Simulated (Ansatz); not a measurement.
The system is SiNi.

```
CELL_PARAMETERS angstrom
4.50369 0.00000 0.00000
0.00000 4.50369 0.00000
0.00000 0.00000 4.50369
ATOMIC_POSITIONS crystal
Ni 0.14950 0.14950 0.14950
Ni 0.64950 0.35050 0.85050
Ni 0.85050 0.64950 0.35050
Ni 0.35050 0.85050 0.64950
Si 0.84683 0.84683 0.84683
Si 0.34683 0.65317 0.15317
Si 0.15317 0.34683 0.65317
Si 0.65317 0.15317 0.34683
```

The cell is a database's computed one.

- Program: Ansatz 0.2.0
- Task: relaxation of cell and atoms
- Functional: PBEsol
- Dispersion: D3(BJ)
- Potentials or basis: Ansatz PAW
- Cutoff: 420 eV (not typed: the program's choice for these potentials)
- k mesh: 6 × 6 × 6
- Occupations: fermi-dirac, width 0.05 eV
- Spin: collinear spin, ferromagnetic start
- Starting moments: [1.0, 1.0, 1.0, 1.0, 0.0, 0.0, 0.0, 0.0] μB

At the start: volume 11.42 Å³/atom.

Q: How do energy, volume and symmetry change on relaxing?

A: It ends after 5 steps and the volume is 10.80 Å³/atom (-5.4 %); space group P2_13 (No. 198, to 0.05 Å); moment 0.00 μB per cell.

The path:
```
step  energy change (eV)  largest force (eV/Å)  volume (Å³)
   1              0.0000                0.0379        91.35
   2             -0.1409                0.0192        88.51
   3             -0.1752                0.0028        86.14
   4             -0.1756                0.0021        86.40
   5             -0.1741                0.0021        86.40
```

Final structure:
```yaml
crystal:
  lattice:
    - [4.42079, 0.00000, 0.00000]
    - [0.00000, 4.42079, 0.00000]
    - [0.00000, 0.00000, 4.42079]
  atoms:
    - { symbol: Ni, position: [0.14956, 0.14956, 0.14956] }
    - { symbol: Ni, position: [0.64956, 0.35044, 0.85044] }
    - { symbol: Ni, position: [0.85044, 0.64956, 0.35044] }
    - { symbol: Ni, position: [0.35044, 0.85044, 0.64956] }
    - { symbol: Si, position: [0.84670, 0.84670, 0.84670] }
    - { symbol: Si, position: [0.34670, 0.65330, 0.15330] }
    - { symbol: Si, position: [0.15330, 0.34670, 0.65330] }
    - { symbol: Si, position: [0.65330, 0.15330, 0.34670] }
```

Caveat: the plane-wave basis is chosen anew once the cell has moved, so the energies of steps on either side of that aren't comparable; pairwise dispersion overbinds metals, which lowers pressure and volume; the PAW data sets come from PBE, with cores solved anew for the run's functional, which leaves a small shift of forces and pressure; the starting moments weren't kept.
